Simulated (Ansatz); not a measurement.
# TaAs: the cost of one run

Program: Ansatz 0.2.0. Level of theory: DFT r2SCAN, scalar-relativistic, plane waves, PAW. These are calculated values, not measurements.

3 further runs of the same task are left out: 3 set aside as unsound or not needed.

## 1. The system as given

Symmetry: P6/mmm, No. 191, hexagonal system. The conventional cell has a = 5.239 Å, b = 5.239 Å, c = 2.905 Å, α = 90.00°, β = 90.00°, γ = 120.00°. Ta (site symmetry 6/mmm) has 6 N at 2.62 Å and 2 Ta at 2.90 Å as nearest neighbours. Around Ta (site symmetry -6m2) lie 6 N at 2.10 Å. Around N (site symmetry mmm) lie 6 Ta at 2.10 to 2.62 Å.

Coordinates:

```
Ta N
1.0
     5.23928    0.00000    0.00000
    -2.61964    4.53735    0.00000
     0.00000    0.00000    2.90478
Ta N
3 3
Direct
  0.00000 0.00000 0.00000
  0.33333 0.66667 0.50000
  0.66667 0.33333 0.50000
  0.50000 0.00000 0.00000
  0.50000 0.50000 0.00000
  0.00000 0.50000 0.00000
```

This cell was relaxed beforehand with the same method: volume 11.51 Å³/atom, gap on the mesh none (metal).

## 2. N → As: the starting cell

The start of TaAs: fractional positions of relaxed TaN, cell scaled by 1.130, a guess from tabulated radii.

## 3. Probe: one point at the start (TaAs)

input.yaml reads:

```yaml
crystal:
  lattice:
    - [5.9199403234, 0.0, 0.0]
    - [-2.9599701617, 5.126818709, 0.0]
    - [0.0, 0.0, 3.2821481254]
  atoms:
    - { symbol: Ta, position: [0.0, 0.0, 0.0] }
    - { symbol: Ta, position: [0.3333333333, 0.6666666667, 0.5] }
    - { symbol: Ta, position: [0.6666666667, 0.3333333333, 0.5] }
    - { symbol: As, position: [0.5, 0.0, 0.0] }
    - { symbol: As, position: [0.5, 0.5, 0.0] }
    - { symbol: As, position: [0.0, 0.5, 0.0] }
basis:
  ecutwfc: 500
kpoints:
  mp_grid: { grid: [6, 6, 6] }
hamiltonian:
  xc: r2scan
scf:
  occupations: { method: gaussian, width: 0.1 }
output:
  forces: true
  stress: true
  eigenvalues: true
```

Run with:

```bash
> ansatz run input.yaml --threads 1 --pin off --max-ram 2560MiB --backend cpu --events-out ev --progress --plain --runs-dir out
```

**Question.** How long does this run take on 1 thread of Intel Xeon Platinum 8259CL at 2.50GHz (Skylake/Cascade Lake), shared host, and how much memory does it need?

About 16 s, with a peak of 0.7 GiB.
